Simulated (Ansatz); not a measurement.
Runs of Ansatz 0.2.0 on Be. It takes space group Im-3m (No. 229, cubic). Conventional cell: a = 2.506 Å, b = 2.506 Å, c = 2.506 Å, α = 90.00°, β = 90.00°, γ = 90.00°. Around Be (site symmetry m-3m) lie 8 Be at 2.17 Å. This isn't the form of Be at room conditions, which is hcp.

```tsv
task	level	potentials or basis	cell	k mesh	cutoff (eV)	smearing	driver	mesh quality	gap on the mesh (eV)	pressure (GPa)
single point	PBE0	Ansatz NC	as given	9 × 9 × 9	1800	cold 0.1 eV	calculator	coarse	none	-1.4
single point	BLYP	PseudoDojo stringent (PBEsol files)	cell strained at random at fixed volume	11 × 11 × 11	1442	cold 0.1 eV	-	not flagged	none	-0.4
single point	BLYP	PseudoDojo PBEsol stringent	cell strained at random at fixed volume	11 × 11 × 11	1442	cold 0.1 eV	calculator	not flagged	-	-0.4
projected density of states	HSE06+D4	PseudoDojo PBEsol stringent	as given	9 × 9 × 9	1442	cold 0.05 eV	chain	coarse	none	(a)
```

Alike in all rows: no spin polarisation.

Question: Estimate the missing entries.

Answer: (a) -3.6.

Caveats: some runs use coarse meshes; the potentials were made for another functional, which shifts forces and pressure; the thresholds are loose for stress (some runs); pairwise dispersion overbinds metals, which lowers pressure and volume (some runs).

A gap of «none» marks a metal or a gap under the smearing width.
